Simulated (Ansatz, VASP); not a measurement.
# Two plane-wave programs on Ag

```xyz
3
Lattice="0.0000 3.1897 3.1897 3.1897 0.0000 3.1897 3.1897 3.1897 0.0000" Properties=species:S:1:pos:R:3 pbc="T T T"
Ag    1.5949    1.5949    1.5949
Ag    4.7846    4.7846    4.7846
Ag    0.0000    0.0000    0.0000
```

Alike in both runs: functional PBE; k mesh 12 × 12 × 12; occupations gaussian, width 0.1 eV; no spin polarisation.

Ansatz relaxed the structure, and its values are those at the end. VASP's run is a single point on that final structure, the one shown.

|  | VASP | Ansatz |
| --- | --- | --- |
| version | VASP 6.6.1 | Ansatz 0.2.0 |
| potentials or method | VASP PAW PBE potentials, release 64 (Ag) | scalar-relativistic, plane waves, PAW |
| plane-wave cutoff (eV) | 520 | 420 |
| valence electrons in the cell | 33 | 57 |

```tsv
	VASP	Ansatz	Ansatz less VASP
gap on the k mesh at the Fermi level (eV)	none	none	-
pressure (GPa)	-0.1	0.0	+0.09
```

A gap of «none» marks a metal or a gap that the smearing closes. With one functional, cell and mesh, what is left measures potentials, basis and numerics. The two sets of potentials don't hold the same shells in valence.
